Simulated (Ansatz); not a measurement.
Crystal: FeO.

```
Fe O
1.0
     2.68236   -1.52443    0.00000
     2.68236    1.52443    0.00000
    -0.23431    0.00000    5.26945
Fe O
2 2
Direct
  0.00000 0.00000 0.50000
  0.00000 0.00000 0.00000
  0.33547 0.33547 0.74430
  0.66453 0.66453 0.25570
```

The cell comes from a database or a generator and needn't be the stable form of this composition.

```yaml
Program: Ansatz 0.2.0
Task: single point
Functional: PBE
Potentials_or_basis: Ansatz PAW
Cutoff: "420 eV (not typed: the program's choice for these potentials)"
k_mesh: 10 × 10 × 5
Occupations: fermi-dirac, width 0.05 eV
Spin: collinear spin, ferromagnetic start
Starting_moments: "[3.0, 3.0, 0.0, 0.0] μB"
```

On this cell: pressure -13.2 GPa; largest force 0.197 eV/Å; net moment 0.06 μB per cell; site moments Fe +3.26, -3.24; O +0.01 μB; band gap on the k mesh none (metal or under the smearing width).

The same run follows on a disturbed copy (atoms moved at random, drawn with an rms of 0.05 Å):

```
Fe O
1.0
     2.68236   -1.52443    0.00000
     2.68236    1.52443    0.00000
    -0.23431    0.00000    5.26945
Fe O
2 2
Direct
  0.00641 0.00155 0.48800
  0.99585 0.01742 0.99506
  0.33842 0.35678 0.74677
  0.65690 0.67175 0.25735
```

Problem. What does the disturbed cell give?

Solution. The energy (extrapolated to zero smearing) moves by +4.6 meV/atom; pressure -12.7 GPa; largest force 0.538 eV/Å; net moment 0.05 μB per cell; site moments Fe +3.24, -3.22; O -0.01, +0.03 μB; band gap on the k mesh none (metal or under the smearing width).

Forces in eV/Å, atoms in the order of the input:
```
Fe  -0.013  0.060  0.534
Fe   0.051  0.013 -0.175
O   -0.083 -0.025 -0.001
O    0.046 -0.049 -0.358
```

Stress tensor (GPa, compression positive):
```
-15.90  -0.17  -0.28
 -0.17 -15.18   0.05
 -0.28   0.05  -7.11
```

Caveats: semilocal functionals often make such compounds metallic where correlation or magnetic order opens a gap, which also shifts bond lengths; the starting moments weren't kept.
